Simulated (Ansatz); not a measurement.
**NaF (rocksalt) under strain**

NaF built on the rocksalt prototype, relaxed with r2SCAN in the plane-wave code Ansatz. Space group Fm-3m (No. 225), cubic; conventional cell a = 4.594 Å, 12.12 Å³ an atom. Na is surrounded by 6 F at 2.30 Å; F is surrounded by 6 Na at 2.30 Å.

The axes x, y and z are those of this cell:
```
Na F
1.0
     0.00000    2.29717    2.29717
     2.29717    0.00000    2.29717
     2.29717    2.29717    0.00000
Na F
1 1
Direct
  0.00000 0.00000 0.00000
  0.50000 0.50000 0.50000
```

Unstrained: With PBE the gap is 6.456 eV and direct, at Γ. With r2SCAN the gap is 7.282 eV and direct, at Γ. The HSE06 gap is direct at Γ: 8.635 eV. Meshes: PBE 10×10×10, r2SCAN 10×10×10, HSE06 6×6×6. Strains are changes of length per length. After each strain the atoms were relaxed again with r2SCAN within the symmetry that the strain leaves, so tilts or polar shifts that break it weren't tested; points keep the names that they have in the unstrained zone. The values are computed, spin-unpolarised, and not measurements.

Changes of the least gap in eV (an overlap counts as a negative gap):
```json
{"strain": "biaxial -3.45 % in x and y, z held", "volume change (%)": "-6.8", "space group": "I4/mmm", "PBE": "+0.406", "r2SCAN": "+0.416", "HSE06": "+0.447", "energy rise, r2SCAN (meV/atom)": "14.7"}
{"strain": "isotropic +4.16 % on every length", "volume change (%)": "+13.0", "space group": "Fm-3m", "PBE": "-0.634", "r2SCAN": "-0.658", "HSE06": "-0.700", "energy rise, r2SCAN (meV/atom)": "27.6"}
{"strain": "uniaxial +3.31 % along [111]", "volume change (%)": "+3.3", "space group": "R-3m", "PBE": "-0.213", "r2SCAN": "-0.222", "HSE06": "-0.232", "energy rise, r2SCAN (meV/atom)": "3.8"}
```

Biaxial -3.45 % in x and y, z held. PBE: the gap goes from 6.456 to 6.862 eV (+0.406 eV); least and direct gap lie within 0.04 eV, so its kind isn't settled. HSE06: the gap goes from 8.635 to 9.082 eV (+0.447 eV); with r2SCAN the top three valence levels at Γ, degenerate before, become 2+1 from the top over 12 meV. Stress change with r2SCAN, compression positive: xx +6.24, yy +6.24, zz +1.66 GPa.

Isotropic +4.16 % on every length. HSE06: the gap goes from 8.635 to 7.935 eV (-0.700 eV). Stress change with r2SCAN, compression positive: xx -5.01, yy -5.01, zz -5.01 GPa. For HSE06, dE_g/d ln V = -5.7 eV over this step.

Uniaxial +3.31 % along [111], other directions held. HSE06: the gap goes from 8.635 to 8.403 eV (-0.232 eV); with r2SCAN the top three valence levels at Γ, degenerate before, become 2+1 from the top over 90 meV. Stress change with r2SCAN, compression positive: xx -1.66, yy -1.66, zz -1.66, xy -0.66, xz -0.66, yz -0.66 GPa.

The meshes of the hybrids are coarse, so their gaps aren't converged to the digits shown.

The splittings at Γ are without spin-orbit coupling, which regroups them where it is of like size or larger.
